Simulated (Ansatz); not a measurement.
The system is HgSe.

```
Hg Se
1.0
     0.00000    3.03900    3.03900
     3.03900    0.00000    3.03900
     3.03900    3.03900    0.00000
Hg Se
1 1
Direct
  0.00000 0.00000 0.00000
  0.75000 0.75000 0.75000
```

```yaml
Program: Ansatz 0.2.0
Task: single point
Functional: PBE
Potentials_or_basis: all-electron LAPW, scalar-relativistic
Cutoff: 278 eV (chosen from the basis error)
Basis_error_allowed: 0.001 eV/atom
k_mesh: 8 × 8 × 8
Occupations: fermi-dirac, width 0.05 eV
Spin: no spin polarisation
```

On this cell: pressure 4.7 GPa; largest force zero by symmetry; band gap on the k mesh none (metal or under the smearing width).

The same run follows on a disturbed copy (atoms moved at random, drawn with an rms of 0.05 Å):

```
CELL_PARAMETERS angstrom
0.00000 3.03900 3.03900
3.03900 0.00000 3.03900
3.03900 3.03900 0.00000
ATOMIC_POSITIONS crystal
Hg 0.00528 0.99175 0.01093
Se 0.75446 0.73484 0.76053
```

Q: What changes?

A: The energy (extrapolated to zero smearing) moves by +1.0 meV/atom; pressure 4.7 GPa; largest force 0.124 eV/Å; band gap on the k mesh none (metal or under the smearing width).

Forces on the atoms (eV/Å):
```
Hg  -0.085 -0.006 -0.090
Se   0.085  0.006  0.090
```

Stress tensor (GPa, compression positive):
```
 4.74 -0.44 -0.04
-0.44  4.76 -0.41
-0.04 -0.41  4.74
```
